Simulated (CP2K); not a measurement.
The system is Sn.

```
CELL_PARAMETERS angstrom
4.45495 0.00000 0.00000
-3.30667 2.98538 0.00000
-0.57414 -1.49269 4.15799
ATOMIC_POSITIONS crystal
Sn 0.00000 0.00000 0.00000
Sn 0.75000 0.25000 0.50000
```

Base run:

| Quantity | Value |
| --- | --- |
| Program | CP2K 2026.2 |
| Functional | PBEsol |
| Potentials or basis | POTENTIAL_UZH Sn GTH-PBE-q4; TZVP-MOLOPT-PBE-GTH basis |
| Density cutoff | 9184 eV |
| k mesh | 9 × 9 × 9 |
| Occupations | fermi-dirac, width 0.05 eV |
| Spin | no spin polarisation |

Its results: band gap on the k mesh none (metal or under the smearing width); pressure 1.8 GPa.

Q: After a change of settings the same cell gave: band gap on the k mesh none (metal or under the smearing width); pressure 2.8 GPa. Which change was it?
A. functional from PBEsol to optB88-vdW
B. functional from PBEsol to vdW-DF-cx
C. functional from PBEsol to AM05

A: B.

Caveats: the potentials were made for another functional, which shifts forces and pressure; the basis of atomic orbitals isn't converged, which shifts pressures, moduli and gaps.

Runs at the PBE level aren't shown here.
